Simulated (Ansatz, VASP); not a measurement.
# Al2O3 (corundum): VASP beside Ansatz, part 2 of 3

Aim: how closely do two programs agree when they are given the same cell, functional and k mesh? Of the first pair: The cell is taken from a series of runs on this material, whose earlier steps may have relaxed, scaled, displaced or heated it; both programs get it as it stands.

VASP 6.6.1 and Ansatz 0.2.0.

So far: The starting structure; VASP: relaxation of cell and atoms, PBE with D4.

## (3) Ansatz: relaxation of cell and atoms, PBE with D4

Level of this step: Ansatz beside VASP: Kohn-Sham DFT, plane waves, PBE with D4 (Ansatz).

Ansatz runs on its PAW soft_1 files.

The same cell, functional, mesh and smearing now go to Ansatz, which takes its cutoff from its data sets.

File input.yaml:

```yaml
crystal:
  lattice:
    - [2.379076, 1.373560169, 4.3299]
    - [-2.379076, 1.373560169, 4.3299]
    - [0.0, -2.747120338, 4.3299]
  atoms:
    - { symbol: Al, position: [0.35229, 0.35229, 0.35229] }
    - { symbol: Al, position: [0.14771, 0.14771, 0.14771] }
    - { symbol: Al, position: [0.64771, 0.64771, 0.64771] }
    - { symbol: Al, position: [0.85229, 0.85229, 0.85229] }
    - { symbol: O, position: [0.55621, 0.94379, 0.25] }
    - { symbol: O, position: [0.25, 0.55621, 0.94379] }
    - { symbol: O, position: [0.94379, 0.25, 0.55621] }
    - { symbol: O, position: [0.44379, 0.05621, 0.75] }
    - { symbol: O, position: [0.75, 0.44379, 0.05621] }
    - { symbol: O, position: [0.05621, 0.75, 0.44379] }
kpoints:
  mp_grid: { grid: [7, 7, 7] }
scf:
  occupations: { method: fermi_dirac, width: 0.05 }
hamiltonian:
  xc: pbe
  pseudopotentials: { kind: paw, azcp: { folder: soft_1 } }
  dispersion: d4
relax:
  f_tol: 0.01
  max_steps: 60
  cell: { stress_tol: 0.02 }
output:
  forces: true
  stress: true
```

Launch:

```console
> ansatz run input.yaml --threads 8 --pin off --max-ram 16384MiB --backend cpu --events-out ev --progress --plain --runs-dir out
```

Numbers of over 12 decimals in the logs are rounded to 6 here.

Output:

```text
Engine: ansatz 0.2.0, aarch64-unknown-linux-gnu
Pseudopotentials: kind: paw
Pseudopotential: Al, paw, valence charge 3, recommended cutoff 420 eV (normal), soft_1/Al.paw.azcp
Pseudopotential: O, paw, valence charge 6, recommended cutoff 420 eV (normal), soft_1/O.paw.azcp
Functional definition: PBE
  parameter kappa = 0.804
  parameter beta = 0.066725
  exchange = pbe_x(kappa = kappa, mu = beta*pi^2/3)
  correlation = pbe_c(beta = beta)
Crystal: 10 atoms, lattice volume = 84.896 Å³
Basis set: ecut = 420 eV, 1653 PW (Γ), exchange–correlation on 72×72×72 points (8 copies of the dense FFT grid, shifted against one another)
Bands: 34, of which v1, the nominal top of the filled ones, is band 24 counted from 1 (23 counted from 0)
Symmetry: 12 space group operations
Space group: R-3c (ITA 167), of the structure as read, at distance tolerance 4.4e-5 Å
k-points: 44 of 343
Non-local potential: Al, projectors of the file, l = 0: 2, l = 1: 2, l = 2: 1
Non-local potential: O, projectors of the file, l = 0: 2, l = 1: 2, l = 2: 1
PAW form: soft (Blöchl's): semilocal exchange-correlation on the pseudo side does not see the compensation charge
PAW one-centre angular grid: Al, 110 points (default); XC on 64 Gauss nodes
PAW one-centre angular grid: O, 110 points (default); XC on 64 Gauss nodes
Initial density: superposition of atomic densities (chi_scale 0.1, normalization cell, long waves kept (reshape's long-wave potential 0.00 eV rms))
Initial wavefunctions: pseudopotential atomic-orbital guess
Functional: x = pbe(κ = 0.804, μ = 0.219515), c = pbe(β = 0.066725)
SCF iter   1: F=—  HF=-5575.998993 eV  |F-HF|=—  |Δ(HF+E_count)|=         —  Δρ=1.32e-1  dr2=1.38e1  ethr=3.10e-3  ⟨swp⟩=7.0  Hψ=7286  notcnv=0  defer=13
preconditioner: auto → Resta (q_TF=auto, 2.481 Å⁻¹)  ε∞=3.3  [insulator: Δε(μ)=7.242 eV  Ē_g=18.515 eV  σ=0.050 eV  W_gap=1.00  n_scr=20 (ndim 8)  ℏωp=27.9 eV  f_vac=0.000  D(μ)=0.00/eV (n_scr^D=0)  ε∞_Penn≈3.3]
SCF iter   2: F=—  HF=-5572.398818 eV  |F-HF|=—  |Δ(HF+E_count)|=    3.60e0  Δρ=4.29e-2  dr2=7.74e-1  ethr=3.10e-3  ⟨swp⟩=3.0  Hψ=3394  notcnv=0  defer=170
SCF iter   3: F=—  HF=-5572.303439 eV  |F-HF|=—  |Δ(HF+E_count)|=   9.54e-2  Δρ=2.22e-2  dr2=2.33e-1  ethr=1.61e-3  ⟨swp⟩=1.6  Hψ=1398  notcnv=0  defer=170
SCF iter   4: F=—  HF=-5572.301529 eV  |F-HF|=—  |Δ(HF+E_count)|=   1.91e-3  Δρ=1.48e-3  dr2=9.70e-4  ethr=4.85e-4  ⟨swp⟩=3.0  Hψ=2643  notcnv=0  defer=170
SCF iter   5: F=—  HF=-5572.302994 eV  |F-HF|=—  |Δ(HF+E_count)|=   1.46e-3  Δρ=2.01e-4  dr2=4.07e-5  ethr=2.02e-6  ⟨swp⟩=2.1  Hψ=2417  notcnv=0  defer=170
SCF iter   6: F=—  HF=-5572.303042 eV  |F-HF|=—  |Δ(HF+E_count)|=   4.81e-5  Δρ=4.92e-5  dr2=2.28e-6  ethr=8.48e-8  ⟨swp⟩=2.0  Hψ=2487  notcnv=0  defer=170
SCF iter   7: F=-5572.303045 eV  HF=-5572.303044 eV  |F-HF|=1.81e-8  |Δ(HF+E_count)|=   2.22e-6  Δρ=5.64e-6  dr2=1.80e-8  ethr=2.08e-10  ⟨swp⟩=3.0  Hψ=5779  notcnv=0
SCF 1 converged in 7 iterations: F = -5572.303045 eV  dr2 = 1.80e-8
  greatest PAW one-centre occupation: 0.858 electrons in one spin orbital (limit 2), on the O atom at site 9 (counted from 0), in its partial waves of l = 0
relax step   1: F+E_penalty+E_count = -5572.30304451 eV  Δ(F+E_penalty+E_count) = +0.000e0 eV  max|allowed force component| = 5.219e-2 eV/Å  Δτ_max = 0.0000 Å  P = +2.744 GPa  Ω = 84.896 Å³  (7 SCF iters, dr2 threshold 1.00e-7 eV, accepted)
[...]
relax step   2: F+E_penalty+E_count = -5572.30756324 eV  Δ(F+E_penalty+E_count) = -4.519e-3 eV  max|allowed force component| = 1.965e-2 eV/Å  Δτ_max = 0.0017 Å  P = +1.510 GPa  Ω = 85.293 Å³  energy of the carried Pulay correction = -1.229e-3 eV  (4 SCF iters, dr2 threshold 1.00e-6 eV, accepted)
[...]
relax step   4: F+E_penalty+E_count = -5572.30845498 eV  Δ(F+E_penalty+E_count) = -3.449e-5 eV  max|allowed force component| = 2.119e-3 eV/Å  Δτ_max = 0.0003 Å  P = -0.000 GPa  Ω = 85.809 Å³  energy of the carried Pulay correction = -2.817e-3 eV  (3 SCF iters, dr2 threshold 6.59e-8 eV, accepted)
[...]
relax step   5: F+E_penalty+E_count = -5572.30845661 eV  Δ(F+E_penalty+E_count) = -1.637e-6 eV  max|allowed force component| = 1.089e-3 eV/Å  Δτ_max = 0.0001 Å  P = +0.002 GPa  Ω = 85.809 Å³  energy of the carried Pulay correction = -2.817e-3 eV  (3 SCF iters, dr2 threshold 2.26e-9 eV, accepted)
[...]
relax step   6: F+E_penalty+E_count = -5572.31155086 eV  Δ(F+E_penalty+E_count) = -3.094e-3 eV  max|allowed force component| = 1.065e-3 eV/Å  Δτ_max = 0.0000 Å  P = +0.075 GPa  Ω = 85.809 Å³  stress off target by 8.16e-2 GPa  SCF on the basis re-selected at this cell (its energy is not comparable with the rows above)  (5 SCF iters)
[...]
relax step   7: F+E_penalty+E_count = -5572.31147762 eV  Δ(F+E_penalty+E_count) = +7.324e-5 eV  max|allowed force component| = 1.441e-4 eV/Å  Δτ_max = 0.0001 Å  P = +0.002 GPa  Ω = 85.835 Å³  energy of the carried Pulay correction = -7.960e-5 eV  (4 SCF iters, dr2 threshold 1.66e-8 eV, accepted)
[...]
relax step   8: F+E_penalty+E_count = -5572.31158597 eV  Δ(F+E_penalty+E_count) = -1.083e-4 eV  max|allowed force component| = 1.338e-4 eV/Å  Δτ_max = 0.0000 Å  P = +0.003 GPa  Ω = 85.835 Å³  stress off target by 3.32e-3 GPa  SCF on the basis re-selected at this cell (its energy is not comparable with the rows above)  (4 SCF iters)
basis re-selected at this cell: Δ(F+E_penalty+E_count) = -1.083e-4 eV, ΔP = +0.001 GPa vs the last step (what re-selecting the basis moved, of the pressure what is left beyond the Pulay correction that the steps carried, after the strain that the cell walked since its last selection, with what the two solves' SCF thresholds leave and, on support functions, any second-order correction that the steps lacked; it is no m [...]
SCF converged after 4 iterations
Free energy (F): -5572.311586 eV
Harris-Foulkes:  -5572.311586 eV  (|F-HF|=9.09e-12)
Internal energy: -5572.311586 eV  (E = F + TS)
E sigma→0 (E₀):  -5572.311586 eV
Fermi energy:    10.711637 eV
--- Per-component energies (eV) ---
  E_band       = 60.602132
  E_kinetic    = 1140.625368
  E_local      = -1971.751232  (includes V_loc(G=0)·N_el)
  E_nonlocal   = 351.034596
  E_hartree    = 750.232633
  E_xc         = -591.986084
  E_vxc        = -680.770823  (∫ρ·V_xc dr)
  E_paw        = -2857.964396  (= ΣΔE_a)
  E_vpaw       = -279.005783  (= ΣTr[D̂ρ^β])
  E_aug_tail   = 0.004761  (compensation charges beyond the density's cutoff)
  E_ewald      = -2389.827395
  E_disp       = -2.679837  (pairwise vdW)
  E_smearing   = -0.000000  (= −TS)
  E_closure    = -0.000000  (closes the sum)
  Σ components = -5572.311586   (vs F -5572.311586, Δ=0.00e0)
--- Forces (eV/Å), atoms counted from 1 ---
  atom   1  Al    -0.00000000    -0.00000000     0.00013384
  atom   2  Al     0.00000000    -0.00000000    -0.00013384
  atom   3  Al     0.00000000     0.00000000    -0.00013384
  atom   4  Al     0.00000000     0.00000000     0.00013384
  atom   5  O      0.00005043     0.00000000     0.00000000
  atom   6  O     -0.00002522     0.00004367    -0.00000000
  atom   7  O     -0.00002522    -0.00004367    -0.00000000
  atom   8  O     -0.00005043    -0.00000000    -0.00000000
  atom   9  O      0.00002522    -0.00004367     0.00000000
  atom  10  O      0.00002522     0.00004367    -0.00000000
  max |Σ_I F_I| component: 5.78e-18 eV/Å
--- Stress (GPa, compression-positive) ---
        0.002421      -0.000000      -0.000000
       -0.000000       0.002421       0.000000
       -0.000000       0.000000       0.003323
  P = ⅓ Tr σ = 0.0027 GPa (0.027 kbar)
--- Relaxed structure (6 steps of the walk, 6 accepted, 2 SCFs on fresh bases) ---
  F+E_penalty+E_count = -5572.31158597 eV   max|allowed force component| = 1.338e-4 eV/Å   (the final SCF, on the basis selected at the relaxed cell)
  cell:  # Å, volume = 85.8347 Å³
    - [2.388509, 1.379006, 4.343284]
    - [-2.388509, 1.379006, 4.343284]
    - [0, -2.758013, 4.343284]
  atoms:
    - { symbol: Al, position: [0.352099, 0.352099, 0.352099] }
    - { symbol: Al, position: [0.147901, 0.147901, 0.147901] }
    - { symbol: Al, position: [0.647901, 0.647901, 0.647901] }
    - { symbol: Al, position: [0.852099, 0.852099, 0.852099] }
    - { symbol: O, position: [0.556414, 0.943586, 0.250000] }
    - { symbol: O, position: [0.250000, 0.556414, 0.943586] }
    - { symbol: O, position: [0.943586, 0.250000, 0.556414] }
    - { symbol: O, position: [0.443586, 0.056414, 0.750000] }
    - { symbol: O, position: [0.75, 0.443586, 0.056414] }
    - { symbol: O, position: [0.056414, 0.750000, 0.443586] }
```

In the SCF lines HF is the Harris–Foulkes energy and dr2 the Hartree energy of the density residual, in eV; the loop may stop once dr2 is under the threshold and the program's other checks hold. Hψ counts applications of the Hamiltonian.

## (4) Comparison

Known differences besides the potentials themselves: the cutoff is 420 eV in Ansatz and 600 eV in VASP; Ansatz adds a Pulay correction to the stress that steers its cell, VASP none. Total energies have different zeros and are not compared.

Compared:

| quantity | Ansatz | VASP | difference |
| --- | --- | --- | --- |
| volume (Å³) | 85.83 | 85.71 | +0.15 % |
| edge a after relaxation, in the typed setting (Å) | 5.145 | 5.142 | +0.06 % |

## (5) VASP: relaxation of cell and atoms, RPBE

The relaxed volume is the usual yardstick between codes: in a stiff, nearly cubic crystal its relative difference is about their pressure difference at one cell divided by the bulk modulus.

File INCAR:

```
SYSTEM = Al2O3
PREC = Accurate
ENCUT = 600
EDIFF = 1E-07
NELM = 120
ISMEAR = -1
SIGMA = 0.05
LREAL = .FALSE.
ALGO = Normal
GGA = RP
NBANDS = 34
LORBIT = 11
LWAVE = .FALSE.
LCHARG = .FALSE.
ISIF = 3
IBRION = 2
NSW = 80
EDIFFG = -0.005
LASPH = .TRUE.
GGA_COMPAT = .FALSE.
NELMIN = 4
EFERMI = MIDGAP
KPAR = 2
```

File POSCAR:

```
Al2O3
1.0
    2.4182624966      1.3961843260      4.4025362205
   -2.4182624966      1.3961843260      4.4025362205
    0.0000000000     -2.7923686520      4.4025362205
Al O
4 6
Direct
    0.3521561703      0.3521561703      0.3521561703
    0.1478438297      0.1478438297      0.1478438297
    0.6478438297      0.6478438297      0.6478438297
    0.8521561703      0.8521561703      0.8521561703
    0.5563379018      0.9436620982      0.2500000000
    0.2499999197      0.5563378215      0.9436622588
    0.9436621785      0.2500000803      0.5563377412
    0.4436620982      0.0563379018      0.7500000000
    0.7500000803      0.4436621785      0.0563377412
    0.0563378215      0.7499999197      0.4436622588
```

File KPOINTS:

```
Automatic mesh
0
Gamma
7 7 7
0 0 0
```

PAW data sets: Al and O (PBE family, release 64).

Launch:

```console
> mpirun -np 2 vasp_std
```

Output:

```text
[banner, memory and clock lines left out]
running    2 mpi-ranks, on    1 nodes
[...]
|                                                                             |
|               ----> ADVICE to this user running VASP <----                  |
|                                                                             |
|     You enforced a specific xc type in the INCAR file but a different       |
|     [... a line on the potential file left out ...]
|     I HOPE YOU KNOW WHAT YOU ARE DOING!                                     |
|                                                                             |

 LDA part: xc-table for (Slater+PW92), standard interpolation
 POSCAR, INCAR and KPOINTS ok, starting setup
[...]
entering main loop
       N       E                     dE             d eps       ncg     rms          rms(c)
DAV:   1     0.259483380105E+03    0.25948E+03   -0.27511E+04  2992   0.150E+03
DAV:   2    -0.636957736533E+02   -0.32318E+03   -0.31118E+03  3850   0.304E+02
[...]
DAV:  15    -0.710238513408E+02   -0.13605E-06   -0.95190E-08  2786   0.181E-03    0.290E-04
DAV:  16    -0.710238514235E+02   -0.82741E-07   -0.75783E-09  1860   0.515E-04
   1 F= -.71023851E+02 E0= -.71023851E+02  d E =-.710239E+02
[...]
N       E                     dE             d eps       ncg     rms          rms(c)
DAV:   1    -0.710240089616E+02   -0.15762E-03   -0.31362E-03  3536   0.372E-01    0.929E-02
DAV:   2    -0.710238627220E+02    0.14624E-03   -0.56160E-04  3480   0.134E-01    0.139E-02
DAV:   3    -0.710238613111E+02    0.14109E-05   -0.12672E-05  3386   0.201E-02    0.588E-03
DAV:   4    -0.710238608586E+02    0.45244E-06   -0.10342E-06  3710   0.681E-03    0.173E-03
DAV:   5    -0.710238610563E+02   -0.19766E-06   -0.13486E-07  1978   0.213E-03    0.341E-04
DAV:   6    -0.710238612610E+02   -0.20471E-06   -0.14715E-08  1694   0.790E-04    0.145E-04
DAV:   7    -0.710238612905E+02   -0.29565E-07   -0.13181E-09  1664   0.232E-04
   2 F= -.71023861E+02 E0= -.71023861E+02  d E =-.986705E-05
 trial-energy change:   -0.000010  1 .order   -0.000008   -0.000043    0.000027
 step:   0.6514(harm=  0.6160)  dis= 0.00015  next Energy=   -71.023866 (dE=-0.144E-04)
 reached required accuracy - stopping structural energy minimisation
```

Parts of OUTCAR (step 5):

```text
  Total        0.0383679      0.0383679      0.0403813     -0.0000000      0.0000000      0.0000000
  in kB        0.6897630      0.6897628      0.7259599     -0.0000000      0.0000000      0.0000000
  external PRESSURE =       0.7018286 kB  Pullay stress =       0.0000000 kB

 POSITION                                       TOTAL-FORCE (eV/Angst)
 -----------------------------------------------------------------------------------
      0.00000      0.00000      4.64988        -0.000000      0.000000     -0.001978
      0.00000      0.00000      1.95246        -0.000000      0.000000      0.001978
      0.00000      0.00000      8.55480        -0.000000      0.000000      0.001978
      0.00000      0.00000     11.25222        -0.000000      0.000000     -0.001978
     -0.93635      1.39582      7.70273         0.001085      0.000000     -0.000000
     -0.74064     -1.50882      7.70273        -0.000542      0.000939     -0.000000
      1.67699      0.11300      7.70273        -0.000542     -0.000939     -0.000000
      0.93635     -1.39582      5.50195        -0.001085      0.000000     -0.000000
      0.74064      1.50882      5.50195         0.000542     -0.000939     -0.000000
     -1.67699     -0.11300      5.50195         0.000542      0.000939     -0.000000
 -----------------------------------------------------------------------------------
    total drift:                                0.000000     -0.000000      0.000000

  FREE ENERGIE OF THE ION-ELECTRON SYSTEM (eV)
  ---------------------------------------------------
  free  energy   TOTEN  =       -71.0238612905 eV

  energy  without entropy=      -71.0238612905  energy(sigma->0) =      -71.02386129

[... 2 parts as in an earlier step ...]

[... 2 further parts left out ...]
[key lines of the parts left out:]
E-fermi :   8.6189
```

The PAW data sets were made with PBE, which is usual practice but a small mismatch for other functionals.

## (6) Ansatz: relaxation of cell and atoms, RPBE

Its own start cell and the same functional, mesh and smearing now go to Ansatz, which takes its cutoff from its data sets.

The two relaxations start from unlike cells of this crystal (the structure described is Ansatz's start), so only their ends are compared.

input.yaml, as its differences from that of step 3:

```diff
@@ -21,5 +21,4 @@
 hamiltonian:
-  xc: pbe
+  xc: rpbe
   pseudopotentials: { kind: paw, azcp: { folder: soft_1 } }
-  dispersion: d4
 relax:
```

Launch:

```console
> ansatz run input.yaml --threads 8 --pin off --max-ram 16384MiB --backend cpu --events-out ev --progress --plain --runs-dir out
```

Output:

```text
[...]
Crystal: 10 atoms, lattice volume = 84.896 Å³
Basis set: ecut = 420 eV, 1653 PW (Γ), exchange–correlation on 72×72×72 points (8 copies of the dense FFT grid, shifted against one another)
Bands: 34, of which v1, the nominal top of the filled ones, is band 24 counted from 1 (23 counted from 0)
Symmetry: 12 space group operations
[...]
k-points: 44 of 343
[...]
- { symbol: Al, position: [0.647922, 0.647922, 0.647922] }
    - { symbol: Al, position: [0.852078, 0.852078, 0.852078] }
    - { symbol: O, position: [0.556271, 0.943729, 0.250000] }
    - { symbol: O, position: [0.250000, 0.556271, 0.943729] }
    - { symbol: O, position: [0.943729, 0.250000, 0.556271] }
    - { symbol: O, position: [0.443729, 0.056271, 0.75] }
    - { symbol: O, position: [0.750000, 0.443729, 0.056271] }
    - { symbol: O, position: [0.056271, 0.75, 0.443729] }
[key lines of the parts left out:]
SCF converged after 6 iterations
Free energy (F): -5591.273320 eV
Fermi energy:    10.135864 eV
P = ⅓ Tr σ = 0.0147 GPa (0.147 kbar)
```

## (7) Side by side

What differs besides the data sets and the points named for the pairs above, as far as they apply: Ansatz makes its cores anew for this functional, VASP keeps those of its PBE data sets. Total energies have different zeros and are not compared.

Both answers:

| quantity | Ansatz | VASP | difference |
| --- | --- | --- | --- |
| volume (Å³) | 89.48 | 89.12 | +0.41 % |
| edge a after relaxation, in the typed setting (Å) | 5.220 | 5.212 | +0.14 % |

(Continued in part 3 of 3.)

[Lines on the potential files, build, host, timing and source positions are cut from VASP's logs without a mark.]

[Logs are printed without paths, hosts, clocks, repeated set-up lines and the standing remarks that a program may print on its own settings, such as how far it seeks lower states.]

[Hosts, paths, dates, database ids (printed as entryN), source tags and the programs' standing remarks are cut or masked in the printed files.]
